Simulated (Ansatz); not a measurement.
# Ga2O3 (C2/m) in Ansatz: further runs

One crystal, Ga2O3, is run at these levels: PBE; tasks: single point.

Everything below comes from runs of Ansatz 0.2.0. Logs are shortened: lines on timing, memory, paths and dates and some standing lists are left out, and cuts for length are marked.

**1. Starting point**

The structure is monoclinic, space group C2/m (No. 12). Conventional cell: a = 12.214 Å, b = 3.037 Å, c = 5.798 Å, α = 90.00°, β = 103.83°, γ = 90.00°. Around Ga (site symmetry m) lie 6 O at 1.94 to 2.07 Å. Ga (site symmetry m) has 4 O at 1.83 to 1.86 Å as nearest neighbours. O (site symmetry m) is surrounded by 3 Ga at 1.83 to 1.94 Å. O (site symmetry m) is surrounded by 4 Ga at 1.86 to 2.07 Å. O (site symmetry m) has 3 Ga at 1.83 to 1.94 Å as nearest neighbours.

**2. Single point, PBE**

input.yaml reads:

```yaml
crystal:
  lattice:
    - [6.107, -1.51855, 0.0]
    - [6.107, 1.51855, 0.0]
    - [-1.3859888959, 0.0, 5.630008738]
  atoms:
    - { symbol: Ga, position: [0.34134, 0.34134, 0.68598] }
    - { symbol: Ga, position: [0.65866, 0.65866, 0.31402] }
    - { symbol: Ga, position: [0.9095, 0.9095, 0.2054] }
    - { symbol: Ga, position: [0.0905, 0.0905, 0.7946] }
    - { symbol: O, position: [0.5041, 0.5041, 0.7434] }
    - { symbol: O, position: [0.4959, 0.4959, 0.2566] }
    - { symbol: O, position: [0.8267, 0.8267, 0.4368] }
    - { symbol: O, position: [0.1733, 0.1733, 0.5632] }
    - { symbol: O, position: [0.8355, 0.8355, 0.8902] }
    - { symbol: O, position: [0.1645, 0.1645, 0.1098] }
hamiltonian:
  xc: pbe
  pseudopotentials: { kind: paw }
kpoints:
  mp_grid: { grid: [9, 9, 5] }
scf:
  occupations: { method: fermi_dirac, width: 0.05 }
basis:
  ecutwfc: "500 eV"
output:
  forces: true
  stress: true
  eigenvalues: true
  write_density: true
  write_potential: true
  elf: true
  volumetric_format: npy
```

Potentials or basis: Ansatz PAW.

Launch:

```sh
> ansatz run input.yaml --threads 4 --pin off --max-ram 11264MiB --backend cpu --events-out ev --progress --plain --runs-dir out
```

The program printed:

```text
Warning: RAYON_NUM_THREADS=4 ignored (pool sized by the plan → 4); use --threads N
basis.fft_grid_basis auto: the FFT boxes are laid along the combinations [[1, -1, 0], [0, 1, 0], [0, 0, 1]] of the cell's own vectors, 3.037, 6.293 and 5.798 Å long. The dense box has 24×48×45 points. Along the cell's own vectors, as sized, it would have 48×48×45, 2.00 times as many. Of the 4 symmetry operations that the crystal satisfies within crystal.symmetry.tolerance (time reversal apart; of a slab, those that keep its plane) the dense box along the cell's own vectors carries 4, and the one as laid loses 2 of those. basis.fft_grid_basis: typed keeps the cell's own vectors: state it where this run's energies or levels are differenced outside the engine with another run's, or held beside a run that keeps those vectors. Those combinations have planes normal to reciprocal vector 3, as the cell's own vectors have. Each planar average written beside output.write_density, output.write_potential has a row for each plane of the box: 45. The volumetric files lie along those combinations, not along the cell's own vectors: a cube or XSF file states them, and fields.json those of NumPy files.
Engine: ansatz 0.2.0, aarch64-unknown-linux-gnu
Pseudopotentials: kind: paw
Pseudopotential: Ga, paw, valence charge 13, recommended cutoff 420 eV (normal), Ga.paw.azcp
Pseudopotential: O, paw, valence charge 6, recommended cutoff 420 eV (normal), O.paw.azcp
Functional definition: PBE
  parameter kappa = 0.804
  parameter beta = 0.06672455060314922
  exchange = pbe_x(kappa = kappa, mu = beta*pi^2/3)
  correlation = pbe_c(beta = beta)
Crystal: 10 atoms, lattice volume = 104.423 Å³
Basis set: ecut = 500 eV, 2661 PW (Γ), FFT grids on a1−a2, a2, a3, exchange–correlation on 48×96×90 points (8 copies of the dense FFT grid, shifted against one another)
Bands: 54, of which v1, the nominal top of the filled ones, is band 44 counted from 1 (43 counted from 0)
Symmetry: 4 space group operations
Space group: C2/m (ITA 12), of the structure as read, at distance tolerance 4.7e-5 Å
k-points: 115 of 405
Non-local potential: Ga, projectors of the file, l = 0: 2, l = 1: 2, l = 2: 3, l = 3: 1
Non-local potential: O, projectors of the file, l = 0: 2, l = 1: 2, l = 2: 1
PAW form: soft (Blöchl's): semilocal exchange-correlation on the pseudo side does not see the compensation charge
PAW one-centre angular grid: Ga, 590 points (default); XC on 64 Gauss nodes
PAW one-centre angular grid: O, 110 points (default); XC on 64 Gauss nodes
Initial density: superposition of atomic densities (neutral atoms: chi_scale 0, normalization atom), corrected by the library's trained network
Initial wavefunctions: pseudopotential atomic-orbital guess
Functional: x = pbe(κ = 0.804, μ = 0.2195149727645171), c = pbe(β = 0.06672455060314922)
SCF iter   1: F=—  HF=-18540.014843 eV  |F-HF|=—  |Δ(HF+E_count)|=         —  Δρ=1.56e-3  dr2=6.16e-4  ethr=1.77e-3  ⟨swp⟩=6.1  Hψ=22944  notcnv=0  defer=53
preconditioner: auto → Resta (q_TF=auto, 2.652 Å⁻¹)  ε∞=4.7  [insulator: Δε(μ)=2.438 eV  Ē_g=17.835 eV  σ=0.050 eV  W_gap=1.00  n_scr=34 (ndim 8)  ℏωp=34.1 eV  f_vac=0.015  D(μ)=0.00/eV (n_scr^D=0)  ε∞_Penn≈4.7]
SCF iter   2: F=—  HF=-18540.015745 eV  |F-HF|=—  |Δ(HF+E_count)|=   9.02e-4  Δρ=8.72e-4  dr2=2.62e-4  ethr=7.00e-7  ⟨swp⟩=2.4  Hψ=12422  notcnv=0  defer=180
SCF iter   3: F=—  HF=-18540.016135 eV  |F-HF|=—  |Δ(HF+E_count)|=   3.90e-4  Δρ=2.58e-4  dr2=3.91e-5  ethr=2.98e-7  ⟨swp⟩=2.0  Hψ=10046  notcnv=0  defer=180
SCF iter   4: F=—  HF=-18540.016139 eV  |F-HF|=—  |Δ(HF+E_count)|=   4.35e-6  Δρ=6.03e-5  dr2=3.24e-6  ethr=4.45e-8  ⟨swp⟩=2.0  Hψ=10702  notcnv=0  defer=180
SCF iter   5: F=—  HF=-18540.016143 eV  |F-HF|=—  |Δ(HF+E_count)|=   3.53e-6  Δρ=3.23e-5  dr2=9.51e-7  ethr=3.68e-9  ⟨swp⟩=2.0  Hψ=10275  notcnv=0  defer=180
SCF iter   6: F=—  HF=-18540.016143 eV  |F-HF|=—  |Δ(HF+E_count)|=   8.67e-8  Δρ=1.17e-5  dr2=1.51e-7  ethr=1.08e-9  ⟨swp⟩=2.0  Hψ=10698  notcnv=0  defer=180
SCF iter   7: F=-18540.016143 eV  HF=-18540.016143 eV  |F-HF|=4.71e-9  |Δ(HF+E_count)|=   3.83e-8  Δρ=4.90e-6  dr2=1.77e-8  ethr=1.14e-10  ⟨swp⟩=13.5  Hψ=42393  notcnv=0
SCF 1 converged in 7 iterations: F = -18540.016143 eV  dr2 = 1.77e-8
SCF converged after 7 iterations
Free energy (F): -18540.016143 eV
Harris-Foulkes:  -18540.016143 eV  (|F-HF|=4.71e-9)
Internal energy: -18540.016143 eV  (E = F + TS)
E sigma→0 (E₀):  -18540.016143 eV
Fermi energy:    9.535798 eV
--- Per-component energies (eV) ---
  E_band       = -89.331114
  E_kinetic    = 1521.485711
  E_local      = -9089.605869  (includes V_loc(G=0)·N_el)
  E_nonlocal   = 2024.179623
  E_hartree    = 4085.903792
  E_xc         = -713.080185
  E_vxc        = -791.043604  (∫ρ·V_xc dr)
  E_paw        = -8944.131696  (= ΣΔE_a)
  E_vpaw       = -1926.163461  (= ΣTr[D̂ρ^β])
  E_aug_tail   = 0.006070  (compensation charges beyond the density's cutoff)
  E_ewald      = -7424.773589
  E_smearing   = -0.000000  (= −TS)
  E_closure    = 0.000000  (closes the sum)
  Σ components = -18540.016143   (vs F -18540.016143, Δ=0.00e0)
--- Forces (eV/Å), atoms counted from 1 ---
  atom   1  Ga     0.01953824     0.00000000    -0.06808950
  atom   2  Ga    -0.01953824    -0.00000000     0.06808950
  atom   3  Ga    -0.10684400     0.00000000    -0.06232888
  atom   4  Ga     0.10684400    -0.00000000     0.06232888
  atom   5  O     -0.16719609     0.00000000    -0.05271790
  atom   6  O      0.16719609    -0.00000000     0.05271790
  atom   7  O      0.01354194    -0.00000000     0.05487907
  atom   8  O     -0.01354194     0.00000000    -0.05487907
  atom   9  O     -0.20539130    -0.00000000     0.07716221
  atom  10  O      0.20539130     0.00000000    -0.07716221
  max |Σ_I F_I| component: 2.78e-17 eV/Å
--- Stress (GPa, compression-positive) ---
        9.366708       0.000000       0.148701
        0.000000      10.224770      -0.000000
        0.148698      -0.000000       9.069567
  P = ⅓ Tr σ = 9.5537 GPa (95.537 kbar)
--- Band table (eV; the first three rows and the last of 115) ---
  k-point 0: bands = ["-10.7144", "-9.5585", "-9.5260", "-9.4046", "-8.9300", "-8.9198", "-4.7161", "-4.6861", "-4.6806", "-4.6264", "-4.5018", "-4.4943", "-4.4866", "-4.4772", "-4.4211", "-4.2896", "-4.2862", "-4.2792", "-4.2473", "-4.2375", "-4.2118", "-4.2118", "-4.1550", "-4.0641", "-3.9106", "-3.8667", "1.2198", "2.3050", "3.4775", "4.0567", "4.6959", "5.5605", "5.6532", "6.0196", "6.2561", "6.3333", "6.5937", "6.6364", "7.2628", "7.5487", "7.5677", "7.7496", "7.9401", "8.2025", "10.6596", "13.9677", "14.9983", "15.0295", "16.0492", "17.0022", "17.6544", "17.7366", "19.5279", "20.6427"]
  k-point 1: bands = ["-10.6432", "-9.6928", "-9.5360", "-9.3411", "-8.9883", "-8.8779", "-4.7047", "-4.6875", "-4.6817", "-4.6245", "-4.5696", "-4.5067", "-4.4829", "-4.4619", "-4.4127", "-4.3010", "-4.2936", "-4.2871", "-4.2776", "-4.2243", "-4.2103", "-4.1991", "-4.1536", "-4.0359", "-4.0013", "-3.7191", "1.3967", "2.4888", "3.2704", "4.0946", "4.7784", "5.5549", "5.8155", "5.9251", "6.2049", "6.2381", "6.4516", "6.6373", "7.0785", "7.4943", "7.5798", "7.6380", "7.8312", "7.9713", "11.3108", "14.1295", "14.8306", "15.1549", "15.8908", "16.9767", "17.4477", "18.0420", "19.8584", "20.7185"]
  k-point 2: bands = ["-10.4782", "-9.9284", "-9.5479", "-9.2639", "-9.0259", "-8.8769", "-4.6890", "-4.6838", "-4.6792", "-4.6394", "-4.6116", "-4.5681", "-4.4604", "-4.4293", "-4.4152", "-4.3284", "-4.3245", "-4.2953", "-4.2702", "-4.2430", "-4.2083", "-4.1634", "-4.1519", "-4.0629", "-3.9952", "-3.5946", "1.8882", "2.5511", "3.1032", "3.9990", "5.0125", "5.5383", "5.6470", "5.9946", "6.1472", "6.2292", "6.3458", "6.6714", "6.7653", "6.9061", "7.5965", "7.6061", "7.7198", "7.9286", "12.4957", "13.6436", "14.9218", "15.4045", "15.9779", "16.2791", "17.9974", "18.1869", "20.0485", "20.1095"]
  k-point 114: bands = ["-10.2308", "-9.8771", "-9.6572", "-9.2933", "-9.0788", "-8.8298", "-4.7076", "-4.6838", "-4.6416", "-4.6363", "-4.5871", "-4.5751", "-4.4800", "-4.4513", "-4.4221", "-4.3912", "-4.3559", "-4.3466", "-4.2718", "-4.2546", "-4.2122", "-4.1870", "-4.1584", "-4.0889", "-3.6062", "-3.4031", "2.3227", "2.6988", "3.2189", "3.6821", "4.5343", "4.7859", "5.2506", "5.4151", "5.6605", "5.8468", "6.2639", "6.7120", "7.1397", "7.1795", "7.4649", "7.6619", "7.7051", "8.2201", "13.5770", "14.0540", "14.6184", "15.1725", "15.6580", "16.4780", "18.1947", "18.5907", "19.8188", "20.1812"]
```

Wall time 13 s (4 threads of Arm Neoverse V2, shared host); peak memory 0.87 GiB.

What came out:

```yaml
Free_energy: -18540.0161 eV
Pressure: 9.6 GPa
Largest_force: 0.219 eV/Å
Band_gap_on_the_k_mesh: 2.44 eV, indirect (least direct gap 2.46 eV)
```

Forces in eV/Å, atoms in the order of the input:
```
Ga   0.020  0.000 -0.068
Ga  -0.020  0.000  0.068
Ga  -0.107  0.000 -0.062
Ga   0.107  0.000  0.062
O   -0.167  0.000 -0.053
O    0.167  0.000  0.053
O    0.014  0.000  0.055
O   -0.014  0.000 -0.055
O   -0.205  0.000  0.077
O    0.205  0.000 -0.077
```

Levels at points of the mesh, in eV from the valence-band top:
```
           k point  band 41  band 42  band 43  band 44  band 45  band 46  band 47  band 48
(0.00, 0.00, 0.00)    -0.65    -0.47    -0.28    -0.02     2.44     5.75     6.78     6.81
```

Caveat: odd divisions of the mesh miss points on the zone boundary, where band edges often lie, so the gap on the mesh can be too wide.

**3. Single point, PBE**

Changes to input.yaml since step 2:

```diff
@@ -20,7 +20,5 @@
 kpoints:
-  mp_grid: { grid: [9, 9, 5] }
+  mp_grid: { grid: [16, 16, 8] }
 scf:
   occupations: { method: fermi_dirac, width: 0.05 }
-basis:
-  ecutwfc: "500 eV"
 output:
```

Potentials or basis: Ansatz PAW.

Launch:

```sh
> ansatz run input.yaml --threads 4 --pin off --max-ram 11264MiB --backend cpu --events-out ev --progress --plain --runs-dir out
```

The program printed:

```text
Warning: RAYON_NUM_THREADS=4 ignored (pool sized by the plan → 4); use --threads N
basis.fft_grid_basis auto: the FFT boxes are laid along the combinations [[1, -1, 0], [0, 1, 0], [0, 0, 1]] of the cell's own vectors, 3.037, 6.293 and 5.798 Å long. The dense box has 24×45×40 points. Along the cell's own vectors, as sized, it would have 45×45×40, 1.88 times as many. Of the 4 symmetry operations that the crystal satisfies within crystal.symmetry.tolerance (time reversal apart; of a slab, those that keep its plane) the dense box along the cell's own vectors carries 4, and the one as laid loses 2 of those. basis.fft_grid_basis: typed keeps the cell's own vectors: state it where this run's energies or levels are differenced outside the engine with another run's, or held beside a run that keeps those vectors. Those combinations have planes normal to reciprocal vector 3, as the cell's own vectors have. Each planar average written beside output.write_density, output.write_potential has a row for each plane of the box: 40. The volumetric files lie along those combinations, not along the cell's own vectors: a cube or XSF file states them, and fields.json those of NumPy files.
[... 9 set-up lines as earlier in the session ...]
Crystal: 10 atoms, lattice volume = 104.423 Å³
Basis set: ecut = 420 eV, 2037 PW (Γ), FFT grids on a1−a2, a2, a3, exchange–correlation on 48×90×80 points (8 copies of the dense FFT grid, shifted against one another)
Bands: 54, of which v1, the nominal top of the filled ones, is band 44 counted from 1 (43 counted from 0)
[... 1 set-up line as earlier in the session ...]
[... 36 lines left out ...]
  E_aug_tail   = 0.014339  (compensation charges beyond the density's cutoff)
  E_ewald      = -7424.773589
  E_smearing   = -0.000000  (= −TS)
  E_closure    = 0.000000  (closes the sum)
  Σ components = -18539.972615   (vs F -18539.972615, Δ=0.00e0)
--- Forces (eV/Å), atoms counted from 1 ---
  atom   1  Ga     0.01987974     0.00000000    -0.06641856
  atom   2  Ga    -0.01987974    -0.00000000     0.06641856
  atom   3  Ga    -0.10737220     0.00000000    -0.06174674
  atom   4  Ga     0.10737220    -0.00000000     0.06174674
  atom   5  O     -0.16700102     0.00000000    -0.05261643
  atom   6  O      0.16700102    -0.00000000     0.05261643
  atom   7  O      0.01605741    -0.00000000     0.05312906
  atom   8  O     -0.01605741     0.00000000    -0.05312906
  atom   9  O     -0.20486257    -0.00000000     0.07717156
  atom  10  O      0.20486257     0.00000000    -0.07717156
  max |Σ_I F_I| component: 0.00e0 eV/Å
--- Stress (GPa, compression-positive) ---
        9.366425       0.000000       0.147229
        0.000000      10.228275      -0.000000
        0.147225      -0.000000       9.073728
  P = ⅓ Tr σ = 9.5561 GPa (95.561 kbar)
--- Band table (eV; the first three rows and the last of 554) ---
  k-point 0: bands = ["-10.7150", "-9.5591", "-9.5265", "-9.4051", "-8.9307", "-8.9203", "-4.7122", "-4.6824", "-4.6768", "-4.6227", "-4.4977", "-4.4900", "-4.4827", "-4.4730", "-4.4171", "-4.2855", "-4.2822", "-4.2752", "-4.2433", "-4.2333", "-4.2080", "-4.2074", "-4.1505", "-4.0603", "-3.9067", "-3.8631", "1.2199", "2.3053", "3.4780", "4.0576", "4.6967", "5.5612", "5.6538", "6.0199", "6.2570", "6.3337", "6.5941", "6.6368", "7.2634", "7.5498", "7.5685", "7.7502", "7.9402", "8.2031", "10.6584", "13.9670", "14.9982", "15.0288", "16.0494", "17.0020", "17.6539", "17.7370", "19.5284", "20.6427"]
  k-point 1: bands = ["-10.6865", "-9.6192", "-9.5303", "-9.3743", "-8.9668", "-8.8906", "-4.7075", "-4.6830", "-4.6773", "-4.6221", "-4.5334", "-4.4865", "-4.4854", "-4.4668", "-4.4119", "-4.2883", "-4.2849", "-4.2810", "-4.2610", "-4.2231", "-4.2068", "-4.2025", "-4.1499", "-4.0481", "-3.9650", "-3.7792", "1.2894", "2.3816", "3.3913", "4.0825", "4.7232", "5.5485", "5.7295", "6.0118", "6.2145", "6.2941", "6.5330", "6.6258", "7.1798", "7.5736", "7.5957", "7.6608", "7.9284", "8.0379", "10.9459", "14.0489", "14.9186", "15.0981", "15.9414", "17.1550", "17.3305", "17.9554", "19.6772", "20.7391"]
  k-point 2: bands = ["-10.6066", "-9.7518", "-9.5406", "-9.3190", "-9.0015", "-8.8747", "-4.6952", "-4.6842", "-4.6784", "-4.6193", "-4.5866", "-4.5173", "-4.4730", "-4.4500", "-4.4079", "-4.3040", "-4.2968", "-4.2815", "-4.2789", "-4.2225", "-4.2053", "-4.1873", "-4.1487", "-4.0230", "-4.0131", "-3.6758", "1.4947", "2.5716", "3.1762", "4.0893", "4.8376", "5.5703", "5.8177", "5.8818", "6.1942", "6.2265", "6.3997", "6.6511", "7.0016", "7.3383", "7.5856", "7.6654", "7.7572", "7.9596", "11.5904", "14.1328", "14.7823", "15.2034", "15.8944", "16.7932", "17.5961", "18.0851", "19.9757", "20.6106"]
  k-point 553: bands = ["-10.3002", "-9.8986", "-9.7183", "-9.3761", "-9.0726", "-8.8162", "-4.6920", "-4.6903", "-4.6886", "-4.6629", "-4.6136", "-4.6132", "-4.4827", "-4.4440", "-4.4217", "-4.4148", "-4.3301", "-4.3265", "-4.2738", "-4.2712", "-4.2014", "-4.1921", "-4.1453", "-4.1138", "-3.6003", "-3.4183", "2.5343", "2.8146", "3.0165", "3.5685", "4.6061", "5.0543", "5.2972", "5.5396", "5.8064", "6.0590", "6.4019", "6.9865", "7.3499", "7.5262", "7.5962", "7.6238", "7.6338", "8.2156", "13.4479", "13.5788", "14.5158", "14.8099", "15.2582", "15.8916", "18.0052", "18.4848", "20.0091", "20.3940"]
```

Run time: 44 s. Hardware: 4 threads of Arm Neoverse V2, shared host; peak memory 2 GiB.

What came out:

```
Free energy            : -18539.9726 eV
Pressure               : 9.6 GPa
Largest force          : 0.219 eV/Å
Band gap on the k mesh : 2.43 eV, indirect (least direct gap 2.46 eV)
```

Forces in eV/Å, atoms in the order of the input:
```
Ga   0.020  0.000 -0.066
Ga  -0.020  0.000  0.066
Ga  -0.107  0.000 -0.062
Ga   0.107  0.000  0.062
O   -0.167  0.000 -0.053
O    0.167  0.000  0.053
O    0.016  0.000  0.053
O   -0.016  0.000 -0.053
O   -0.205  0.000  0.077
O    0.205  0.000 -0.077
```

Stress tensor (GPa, compression positive):
```
 9.37  0.00  0.15
 0.00 10.23  0.00
 0.15  0.00  9.07
```

Levels at points of the mesh, in eV from the valence-band top:
| k point | band 40 | band 41 | band 42 | band 43 | band 44 | band 45 | band 46 | band 47 | band 48 | band 49 |
| --- | --- | --- | --- | --- | --- | --- | --- | --- | --- | --- |
| (0.00, 0.00, 0.00) | -0.68 | -0.66 | -0.48 | -0.29 | -0.02 | 2.43 | 5.74 | 6.77 | 6.80 | 7.82 |
| (0.00, 0.00, -0.50) | -1.41 | -0.65 | -0.63 | -0.50 | -0.31 | 4.80 | 4.93 | 6.77 | 7.27 | 7.81 |
| (0.00, -0.50, 0.00) | -1.29 | -0.76 | -0.72 | -0.46 | -0.13 | 5.70 | 6.56 | 7.27 | 7.54 | 8.08 |
| (0.00, -0.50, -0.50) | -1.24 | -1.12 | -1.05 | -0.74 | -0.65 | 6.95 | 6.99 | 7.88 | 8.07 | 8.51 |
| (-0.50, -0.50, 0.00) | -1.08 | -0.67 | -0.67 | -0.42 | -0.16 | 4.60 | 4.85 | 5.88 | 6.62 | 8.03 |
| (-0.50, -0.50, -0.50) | -0.70 | -0.63 | -0.60 | -0.59 | -0.01 | 5.22 | 5.35 | 6.29 | 6.58 | 7.03 |

Caveat: the pressure holds a Pulay correction of +0.8 GPa for the finite cutoff.
